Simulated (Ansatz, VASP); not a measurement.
**Cross-check of SiO2 (Stishovite) between VASP and Ansatz**

Aim: how closely do two programs agree when they are given the same cell, functional and k mesh? The cell is taken from a series of runs on this material, whose earlier steps may have relaxed, scaled, displaced or heated it; both programs get it as it stands.

Program: Ansatz 0.2.0. Level of theory: plane waves, with VASP 6.6.1 beside it; relaxation of cell and atoms at r2SCAN. Results are calculated unless marked as measured.

**1. Set-up**

Symmetry: P4_2/mnm, No. 136, tetragonal system. Conventional cell: a = 4.194 Å, b = 4.194 Å, c = 2.678 Å, α = 90.00°, β = 90.00°, γ = 90.00°. Nearest to Si lie 6 O at 1.77 to 1.82 Å. Nearest to O lie 3 Si at 1.77 to 1.82 Å. Farther neighbours and most contacts between anions are not listed.

**2. VASP: relaxation of cell and atoms, r2SCAN**

The relaxed volume is the usual yardstick between codes: in a stiff, nearly cubic crystal its relative difference is about their pressure difference at one cell divided by the bulk modulus.

Lines of VASP's logs that name or quote its potential files are left out, and so is its time.

INCAR reads:

```
SYSTEM = SiO2
PREC = Accurate
ENCUT = 660
EDIFF = 1E-07
NELM = 120
ISMEAR = 0
SIGMA = 0.01
LREAL = .FALSE.
ALGO = Normal
METAGGA = R2SCAN
LASPH = .TRUE.
NBANDS = 22
LORBIT = 11
LWAVE = .FALSE.
LCHARG = .FALSE.
ISIF = 3
IBRION = 2
NSW = 80
EDIFFG = -0.005
GGA_COMPAT = .FALSE.
NELMIN = 4
EFERMI = MIDGAP
LMIXTAU = .TRUE.
KPAR = 2
```

POSCAR reads:

```
SiO2
1.0
    4.1944280000      0.0000000000      0.0000000000
    0.0000000000      4.1944280000      0.0000000000
    0.0000000000      0.0000000000      2.6782640000
Si O
2 4
Direct
    0.0000000000      0.0000000000      0.0000000000
    0.5000000000      0.5000000000      0.5000000000
    0.3060443522      0.3060443522      0.0000000000
    0.1939556478      0.8060443522      0.5000000000
    0.6939554094      0.6939554094      0.0000000000
    0.8060443522      0.1939556478      0.5000000000
```

KPOINTS reads:

```
Automatic mesh
0
Gamma
6 6 8
0 0 0
```

PAW data sets: Si and O (PBE family, release 64).

Command:

```
> mpirun -np 2 vasp_std
```

Numbers of over 12 decimals in the logs are rounded to 6 here.

Output:

```text
[banner, memory and clock lines left out]
running    2 mpi-ranks, on    1 nodes
 distrk:  each k-point on    1 cores,    2 groups
 distr:  one band on    1 cores,    1 groups

 POSCAR found type information on POSCAR SiO
 POSCAR found :  2 types and       6 ions
|                                                                             |
|               ----> ADVICE to this user running VASP <----                  |
|                                                                             |
|     You enforced a specific xc type in the INCAR file but a different       |
|     [... a line on the potential file left out ...]
|     I HOPE YOU KNOW WHAT YOU ARE DOING!                                     |
|                                                                             |

 LDA part: xc-table for (None), standard interpolation
 POSCAR, INCAR and KPOINTS ok, starting setup
 FFT: planning ... GRIDC
 FFT: planning ... GRID_SOFT
 FFT: planning ... GRID
 WAVECAR not read
 entering main loop
       N       E                     dE             d eps       ncg     rms          rms(c)
DAV:   1     0.164390154236E+03    0.16439E+03   -0.21064E+04  2208   0.174E+03
DAV:   2    -0.643610705011E+02   -0.22875E+03   -0.21955E+03  2868   0.348E+02
DAV:   3    -0.728412792971E+02   -0.84802E+01   -0.84455E+01  2800   0.666E+01
DAV:   4    -0.729019396039E+02   -0.60660E-01   -0.60630E-01  2764   0.642E+00
DAV:   5    -0.729024709634E+02   -0.53136E-03   -0.53132E-03  2752   0.585E-01    0.177E+01
DAV:   6    -0.599194740722E+02    0.12983E+02   -0.94447E+00  2638   0.198E+01    0.970E+00
DAV:   7    -0.584941315787E+02    0.14253E+01   -0.20885E+00  2326   0.133E+01    0.334E+00
DAV:   8    -0.616296460139E+02   -0.31355E+01   -0.10976E+00  2368   0.887E+00    0.191E+00
DAV:   9    -0.584638604742E+02    0.31658E+01   -0.84236E-01  2308   0.682E+00    0.666E-01
DAV:  10    -0.586722762642E+02   -0.20842E+00   -0.55825E-02  2674   0.244E+00    0.460E-01
DAV:  11    -0.587699688665E+02   -0.97693E-01   -0.22000E-02  2578   0.129E+00    0.178E-01
DAV:  12    -0.588135165102E+02   -0.43548E-01   -0.18330E-02  2314   0.161E+00    0.136E-01
DAV:  13    -0.588124853354E+02    0.10312E-02   -0.12572E-03  2542   0.356E-01    0.641E-02
DAV:  14    -0.588131141864E+02   -0.62885E-03   -0.76200E-04  2596   0.223E-01    0.273E-02
DAV:  15    -0.588131739826E+02   -0.59796E-04   -0.96458E-05  2578   0.109E-01    0.118E-02
DAV:  16    -0.588132133030E+02   -0.39320E-04   -0.20205E-05  2428   0.581E-02    0.926E-03
DAV:  17    -0.588132118599E+02    0.14431E-05   -0.28947E-06  2614   0.161E-02    0.440E-03
DAV:  18    -0.588132136627E+02   -0.18028E-05   -0.71123E-07  2458   0.101E-02    0.162E-03
DAV:  19    -0.588132135856E+02    0.77091E-07   -0.11977E-07  1814   0.302E-03
   1 F= -.58813214E+02 E0= -.58813214E+02  d E =-.588132E+02
[...]
2 F= -.58808795E+02 E0= -.58808795E+02  d E =0.441843E-02
[...]
3 F= -.58816683E+02 E0= -.58816683E+02  d E =-.346984E-02
[...]
4 F= -.58816842E+02 E0= -.58816842E+02  d E =-.158154E-03
[...]
5 F= -.58816842E+02 E0= -.58816842E+02  d E =-.158274E-03
 curvature:  -0.44 expect dE=-0.182E-04 dE for cont linesearch -0.383E-07
 trial: gam= 0.13473 g(F)=  0.732E-05 g(S)=  0.344E-04 ort =-0.568E-05 (trialstep = 0.876E+00)
 search vector abs. value=  0.469E-04
 bond charge predicted
       N       E                     dE             d eps       ncg     rms          rms(c)
DAV:   1    -0.588168804577E+02   -0.38750E-04   -0.25787E-03  2470   0.416E-01    0.391E-02
DAV:   2    -0.588168641555E+02    0.16302E-04   -0.42732E-05  2704   0.542E-02    0.220E-02
DAV:   3    -0.588168571730E+02    0.69826E-05   -0.18029E-05  2620   0.376E-02    0.330E-03
DAV:   4    -0.588168577158E+02   -0.54284E-06   -0.33828E-06  2428   0.197E-02    0.140E-03
DAV:   5    -0.588168575239E+02    0.19197E-06   -0.16017E-06  2398   0.144E-02    0.975E-04
DAV:   6    -0.588168570226E+02    0.50127E-06   -0.36614E-07  2180   0.718E-03    0.499E-04
DAV:   7    -0.588168571220E+02   -0.99447E-07   -0.67198E-08  1514   0.284E-03
   6 F= -.58816857E+02 E0= -.58816857E+02  d E =-.154233E-04
 trial-energy change:   -0.000015  1 .order   -0.000015   -0.000036    0.000007
 step:   0.7500(harm=  0.7371)  dis= 0.00002  next Energy=   -58.816858 (dE=-0.159E-04)
 reached required accuracy - stopping structural energy minimisation
```

Parts of OUTCAR (step 2):

```text
ion  position               nearest neighbor table
   1  0.000  0.000  0.000-   4 1.77   6 1.77   4 1.77   6 1.77   3 1.82   5 1.82
   2  0.500  0.500  0.500-   5 1.77   5 1.77   3 1.77   3 1.77   4 1.82   6 1.82
   3  0.306  0.306  0.000-   2 1.77   2 1.77   1 1.82
   4  0.194  0.806  0.500-   1 1.77   1 1.77   2 1.82
   5  0.694  0.694  0.000-   2 1.77   2 1.77   1 1.82
   6  0.806  0.194  0.500-   1 1.77   1 1.77   2 1.82

  LATTYP: Found a simple tetragonal cell.
 ALAT       =     4.1944280000
 C/A-ratio  =     0.6385290199

 Subroutine GETGRP returns: Found 16 space group operations
 (whereof  8 operations were pure point group operations)

The static configuration has the point symmetry D_2h.
 The point group associated with its full space group is D_4h.

 Found     50 irreducible k-points:

   k-points           NKPTS =     50   k-points in BZ     NKDIM =     50   number of bands    NBANDS=     22

   dimension x,y,z NGX =    36 NGY =   36 NGZ =   24
   dimension x,y,z NGXF=    72 NGYF=   72 NGZF=   48

   ENCUT  =  660.0 eV  48.51 Ry    6.96 a.u.   8.79  8.79  5.61*2*pi/ulx,y,z

   NELECT =      32.0000    total number of electrons

 k-points in reciprocal lattice and weights: Automatic mesh
   0.00000000  0.00000000  0.00000000       0.003
   0.16666667  0.00000000  0.00000000       0.014
   0.33333333  0.00000000  0.00000000       0.014
   0.50000000  0.00000000  0.00000000       0.007
   0.16666667  0.16666667  0.00000000       0.014
   0.33333333  0.16666667  0.00000000       0.028
   0.50000000  0.16666667  0.00000000       0.014
   0.33333333  0.33333333  0.00000000       0.014
   0.50000000  0.33333333  0.00000000       0.014
[...]
0.50000000  0.33333333  0.50000000       0.014
   0.50000000  0.50000000  0.50000000       0.003

 average (electrostatic) potential at core
       1 -84.3483       2 -84.3484       3 -70.5452       4 -70.5452       5 -70.5452
       6 -70.5452

 E-fermi :  11.0595

 k-point     1 :       0.0000    0.0000    0.0000
  band No.  band energies     occupation
    ...
     12       4.6124      2.00000
     13       5.2818      2.00000
     14       6.9188      2.00000
     15       6.9189      2.00000
     16       7.8030      2.00000
     17      14.3161      0.00000
     18      15.4168      0.00000
     19      17.2485      0.00000
     20      17.2485      0.00000
     21      19.8499      0.00000
    ...

 k-point     2 :       0.1667    0.0000    0.0000
  band No.  band energies     occupation
    ...
     12       4.6776      2.00000
     13       5.3160      2.00000
     14       6.3275      2.00000
     15       6.8682      2.00000
     16       7.5872      2.00000
     17      14.7608      0.00000
     18      15.6680      0.00000
     19      17.2996      0.00000
     20      17.3363      0.00000
     21      20.3210      0.00000
    ...

 k-point     3 :       0.3333    0.0000    0.0000
  band No.  band energies     occupation
    ...
     12       4.8529      2.00000
     13       5.0066      2.00000
     14       5.2612      2.00000
     15       6.7516      2.00000
     16       7.0725      2.00000
     17      15.7159      0.00000
     18      16.2871      0.00000
     19      17.5282      0.00000
     20      17.6734      0.00000
     21      20.2472      0.00000
    ...

  Total        0.0093255      0.0093255     -0.0043793      0.0000000      0.0000000      0.0000000
  in kB        0.3199384      0.3199384     -0.1502463      0.0000000      0.0000000      0.0000000
  external PRESSURE =       0.1632102 kB  Pullay stress =       0.0000000 kB

  energy-cutoff  :      660.00
  volume of cell :       46.70
      direct lattice vectors                 reciprocal lattice vectors
     4.180576363  0.000000000  0.000000000     0.239201467  0.000000000  0.000000000
    -0.000000000  4.180576363  0.000000000    -0.000000000  0.239201467  0.000000000
     0.000000000  0.000000000  2.672036850     0.000000000  0.000000000  0.374246336

 POSITION                                       TOTAL-FORCE (eV/Angst)
 -----------------------------------------------------------------------------------
      0.00000      0.00000      0.00000        -0.000000     -0.000000      0.000000
      2.09029      2.09029      1.33602        -0.000000     -0.000000      0.000000
      1.27884      1.27884      2.67204        -0.000620     -0.000620     -0.000000
      0.81144      3.36913      1.33602         0.000620     -0.000620     -0.000000
      2.90173      2.90173      0.00000         0.000620      0.000620      0.000000
      3.36913      0.81144      1.33602        -0.000620      0.000620      0.000000
 -----------------------------------------------------------------------------------
    total drift:                                0.001076      0.001076      0.000000

  FREE ENERGIE OF THE ION-ELECTRON SYSTEM (eV)
  ---------------------------------------------------
  free  energy   TOTEN  =       -58.8168571220 eV

  energy  without entropy=      -58.8168571220  energy(sigma->0) =      -58.81685712

 reached required accuracy - stopping structural energy minimisation

 total charge
# of ion       s       p       d       tot
------------------------------------------
    1        0.571   0.864   0.000   1.434
    2        0.571   0.864   0.000   1.434
    3        1.552   3.725   0.000   5.277
    4        1.552   3.725   0.000   5.277
    5        1.552   3.725   0.000   5.277
    6        1.552   3.725   0.000   5.277
--------------------------------------------------
tot          7.351  16.627   0.000  23.978

[... 3 further parts left out ...]
```

(Continued in part 2 of 2.)

[Lines on the potential files, build, host, timing and source positions are cut from VASP's logs without a mark.]

[Logs are printed without paths, hosts, clocks, repeated set-up lines and the standing remarks that a program may print on its own settings, such as how far it seeks lower states.]

[Hosts, paths, dates, database ids (printed as entryN), source tags and the programs' standing remarks are cut or masked in the printed files.]
